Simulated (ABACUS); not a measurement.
Crystal: Na.

```
Na
1.0
    -2.14100    2.14100    2.14100
     2.14100   -2.14100    2.14100
     2.14100    2.14100   -2.14100
Na
1
Direct
  0.00000 0.00000 0.00000
```

```yaml
Program: ABACUS 3.10.1
Task: single point
Functional: PBE
Potentials_or_basis: PseudoDojo NC SR 0.4.1 PBE standard
Cutoff: 1211 eV
Density_cutoff: 4844 eV
Basis: plane waves
k_mesh: 9 × 9 × 9
Occupations: fermi-dirac, width 0.05 eV
Spin: no spin polarisation
```

On this cell: pressure -0.4 GPa; band gap on the k mesh none (metal or under the smearing width).

The same run follows on a disturbed copy (cell strained at random at fixed volume):

```
Na
1.0
    -2.05761    2.14356    2.19933
     2.10814   -2.08308    2.18937
     2.09200    2.11746   -2.13885
Na
1
Direct
  0.99870 0.99979 0.99469
```

**Question.** What changes?

**Answer.** The energy (extrapolated to zero smearing) moves by +1.9 meV/atom; pressure -0.4 GPa; band gap on the k mesh none (metal or under the smearing width).

Stress tensor (GPa, compression positive):
```
-0.39 -0.09 -0.15
-0.09 -0.37 -0.20
-0.15 -0.20 -0.50
```
